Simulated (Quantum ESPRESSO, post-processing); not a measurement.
# 2H-WSe2, 2 layers, AA' stacking: a series in the share of short-range exact exchange, part 3 of 3

What law, if any, do the results for 2H-WSe2, 2 layers, AA' stacking follow against the share of short-range exact exchange?

Quantum ESPRESSO 7.5; plane-wave DFT, PBE, SG15 norm-conserving pseudopotentials.

So far. Step 2 (Relaxing cell and ions of the reference):  The last row is no step: it is a fresh SCF in the final cell with a new plane-wave basis, +2 meV from the row before.

### 7. Ground state, 0.3

Level of this step: plane-wave DFT, screened hybrid with 0.3 exact exchange, SG15 norm-conserving pseudopotentials (Quantum ESPRESSO 7.5). input_dft overrides the functional of the files.

File m3.scf.in:

```
&control
  prefix = 'm3.scf'
  outdir = './out'
  pseudo_dir = './pseudo'
  calculation = 'scf'
  tprnfor = .true.
/
&system
  ibrav = 0
  nat = 6
  ntyp = 2
  ecutwfc = 60
  ecutrho = 240
  occupations = 'fixed'
  nbnd = 43
  input_dft = 'hse'
  exx_fraction = 0.3
  nqx1 = 3
  nqx2 = 3
  nqx3 = 1
  ecutfock = 60
/
&electrons
  conv_thr = 1e-08
  mixing_beta = 0.6
  electron_maxstep = 120
/
ATOMIC_SPECIES
  Se  78.9710  Se_ONCV_PBE-1.2.upf
  W   183.8400  W_ONCV_PBE-1.2.upf
CELL_PARAMETERS angstrom
  3.28473340500000 0.00000000000000 0.00000000000000
  -1.64236670300000 2.84466257400000 0.00000000000000
  0.00000000000000 0.00000000000000 25.68069586800000
ATOMIC_POSITIONS crystal
  Se  0.333333333300 0.666666666700 0.308709371300
  W   0.000000000000 0.000000000000 0.374352559000
  Se  0.333333333300 0.666666666700 0.439984089000
  Se  0.000000000000 0.000000000000 0.560015911000
  W   0.333333333300 0.666666666700 0.625647441000
  Se  0.000000000000 0.000000000000 0.691290628700
K_POINTS automatic
  9 9 1 0 0 0
```

The run is started by

```bash
$ OMP_NUM_THREADS=1 mpirun -n 8 pw.x -nk 4 -in m3.scf.in > m3.scf.out
```

Output:

```text
[banner, memory and clock lines left out]
Program PWSCF v.7.5 starts
[...]
Message from routine setup:
[...]
number of electrons       =        80.00
     number of Kohn-Sham states=           43
     kinetic-energy cutoff     =      60.0000  Ry
     charge density cutoff     =     240.0000  Ry
[...]
number of k points=    12
[...]
Dense  grid:   101903 G-vectors     FFT dimensions: (  36,  36, 240)
[...]
negative rho (up, down):  1.497E-04 0.000E+00
     Starting wfcs are random
[...]
negative rho (up, down):  6.120E-06 0.000E+00
[...]
estimated scf accuracy    <       0.23546330 Ry
[...]
negative rho (up, down):  3.082E-06 0.000E+00
[...]
estimated scf accuracy    <       0.72298197 Ry
[...]
negative rho (up, down):  3.613E-07 0.000E+00
[...]
estimated scf accuracy    <       0.05254462 Ry
[...]
estimated scf accuracy    <       0.00264742 Ry
[...]
estimated scf accuracy    <       0.01460669 Ry
[...]
estimated scf accuracy    <       0.00097656 Ry
[...]
estimated scf accuracy    <       0.00006163 Ry
[...]
estimated scf accuracy    <       0.00001944 Ry
[...]
estimated scf accuracy    <       0.00000492 Ry
[...]
estimated scf accuracy    <       0.00000006 Ry
[...]
estimated scf accuracy    <       0.00000015 Ry
[...]
estimated scf accuracy    <       0.00000002 Ry
[...]
estimated scf accuracy    <       0.00000004 Ry
[...]
highest occupied, lowest unoccupied level (ev):     4.2109    6.1532
!    total energy              =   -1160.86551822 Ry
     estimated scf accuracy    <          1.7E-10 Ry
     convergence has been achieved in   4 iterations
[...]
highest occupied, lowest unoccupied level (ev):     4.2110    6.1532
!    total energy              =   -1160.86551835 Ry
     estimated scf accuracy    <          4.2E-09 Ry
     convergence has been achieved in   1 iterations
[...]
estimated scf accuracy    <       0.00000010 Ry
[...]
estimated scf accuracy    <       0.00000134 Ry
[...]
highest occupied, lowest unoccupied level (ev):     4.2111    6.1532
!    total energy              =   -1160.86551839 Ry
     estimated scf accuracy    <          6.8E-09 Ry
     convergence has been achieved in   3 iterations
[...]
estimated scf accuracy    <       0.00000009 Ry
[...]
estimated scf accuracy    <       0.00000043 Ry
[...]
estimated scf accuracy    <       0.00000003 Ry
[...]
highest occupied, lowest unoccupied level (ev):     4.2112    6.1533
!    total energy              =   -1160.86551842 Ry
     estimated scf accuracy    <          1.6E-10 Ry
     convergence has been achieved in   4 iterations
[...]
!!   total energy              =   -1160.86551842 Ry
[...]
Total force =     0.074427     Total SCF correction =     0.000200
[...]
```

The job ended after 8.2 min (8 MPI ranks of Arm Neoverse V2, shared host; peak memory 9.3 GiB; 65 min of CPU time).

This step gave:

* free energy: -15794.3800 eV
* valence top, on the run's zero: 4.211 eV
* conduction bottom, on the run's zero: 6.153 eV
* gap by band count: 1.942 eV

### 8. Ground state, 0.4

Level of this step: plane-wave DFT, screened hybrid with 0.4 exact exchange, SG15 norm-conserving pseudopotentials (Quantum ESPRESSO 7.5). input_dft overrides the functional of the files.

m4.scf.in, as its differences from the input of step 7:

```diff
@@ -1,3 +1,3 @@
 &control
-  prefix = 'm3.scf'
+  prefix = 'm4.scf'
   outdir = './out'
@@ -16,3 +16,3 @@
   input_dft = 'hse'
-  exx_fraction = 0.3
+  exx_fraction = 0.4
   nqx1 = 3
```

The run is started by

```bash
$ OMP_NUM_THREADS=1 mpirun -n 8 pw.x -nk 4 -in m4.scf.in > m4.scf.out
```

Output:

```text
[banner, memory and clock lines left out]
Program PWSCF v.7.5 starts
[...]
Message from routine setup:
[...]
number of electrons       =        80.00
     number of Kohn-Sham states=           43
     kinetic-energy cutoff     =      60.0000  Ry
     charge density cutoff     =     240.0000  Ry
[...]
number of k points=    12
[...]
Dense  grid:   101903 G-vectors     FFT dimensions: (  36,  36, 240)
[...]
negative rho (up, down):  1.497E-04 0.000E+00
     Starting wfcs are random
[...]
negative rho (up, down):  6.120E-06 0.000E+00
[...]
estimated scf accuracy    <       0.23546330 Ry
[...]
negative rho (up, down):  3.082E-06 0.000E+00
[...]
estimated scf accuracy    <       0.72298197 Ry
[...]
negative rho (up, down):  3.613E-07 0.000E+00
[...]
estimated scf accuracy    <       0.05254462 Ry
[...]
estimated scf accuracy    <       0.00264742 Ry
[...]
estimated scf accuracy    <       0.01460669 Ry
[...]
estimated scf accuracy    <       0.00097656 Ry
[...]
estimated scf accuracy    <       0.00006163 Ry
[...]
estimated scf accuracy    <       0.00001944 Ry
[...]
estimated scf accuracy    <       0.00000492 Ry
[...]
estimated scf accuracy    <       0.00000006 Ry
[...]
estimated scf accuracy    <       0.00000015 Ry
[...]
estimated scf accuracy    <       0.00000002 Ry
[...]
highest occupied, lowest unoccupied level (ev):     4.0095    6.1437
!    total energy              =   -1159.89898584 Ry
     estimated scf accuracy    <          3.7E-09 Ry
     convergence has been achieved in   3 iterations
[...]
estimated scf accuracy    <       0.00000013 Ry
[...]
estimated scf accuracy    <       0.00000152 Ry
[...]
highest occupied, lowest unoccupied level (ev):     4.0093    6.1436
!    total energy              =   -1159.89898590 Ry
     estimated scf accuracy    <          2.2E-09 Ry
     convergence has been achieved in   3 iterations
[...]
estimated scf accuracy    <       0.00000003 Ry
[...]
estimated scf accuracy    <       0.00000012 Ry
[...]
highest occupied, lowest unoccupied level (ev):     4.0093    6.1435
!    total energy              =   -1159.89898592 Ry
     estimated scf accuracy    <          9.5E-09 Ry
     convergence has been achieved in   3 iterations
[...]
estimated scf accuracy    <       0.00000031 Ry
[...]
estimated scf accuracy    <       0.00000363 Ry
[...]
highest occupied, lowest unoccupied level (ev):     4.0095    6.1436
!    total energy              =   -1159.89898594 Ry
     estimated scf accuracy    <          8.7E-09 Ry
     convergence has been achieved in   3 iterations
[...]
!!   total energy              =   -1159.89898594 Ry
[...]
Total force =     0.102118     Total SCF correction =     0.000257
[...]
```

It took 11 min on 8 MPI ranks; peak memory 9.3 GiB.

Read from the output:

| Item | Value |
| --- | --- |
| free energy | -15781.2297 eV |
| valence top, on the run's zero | 4.009 eV |
| conduction bottom, on the run's zero | 6.144 eV |
| gap by band count | 2.134 eV |

### 9. The series side by side

The series in one table:

```
the share of short-range exact exchange (0.25 is HSE06, 0 is PBE)  gap on the mesh (eV)  vacuum level over the valence top (eV)
                                                                0                 1.397                                   4.941
                                                            0.125                 1.618                                   5.141
                                                             0.25                 1.848                                   5.349
                                                              0.3                 1.942                                   5.433
                                                              0.4                 2.134                                   5.604
```

### 10. A check by hand

A line through all members has gap = 1.392 + 1.841 α eV and misses single members by up to 0.006 eV; a gap of 1.90 eV, 0.5 above the first member's, would need α = (1.90 − 1.392)/1.841 = 0.28.

### 11. Results

- gap at a share of 0.25 (HSE06): 1.85 eV
- gap on the mesh, at 0 and at 0.4: 1.40, 2.13 eV
- vacuum level over the valence top, at 0 and at 0.4: 4.94, 5.60 eV

What this shows: The series holds 5 members; gap at a share of 0.25 (HSE06): 1.85 eV. From 0 to 0.4 the gap on the mesh rises from 1.40 to 2.13 eV. From 0 to 0.4 the vacuum level over the valence top rises from 4.94 to 5.60 eV. The valence top sinks by 1.66 eV and the gap opens by 1.84 eV per unit share, so the valence top carries 90 % of the opening. Gaps are those of the mesh; no spin-orbit coupling; the q mesh was not tested; the geometry stays that of PBE-D3(BJ).

[Logs are printed without paths, hosts, clocks, repeated set-up lines and the standing remarks that a program may print on its own settings, such as how far it seeks lower states.]

[Hosts, paths, dates, database ids (printed as entryN), source tags and the programs' standing remarks are cut or masked in the printed files.]

[Maps of the electrostatic potential energy from Ansatz leave out the sawtooth potential of an applied field or a dipole correction, so their vacuum need not be flat; planar profiles and work functions include it.]
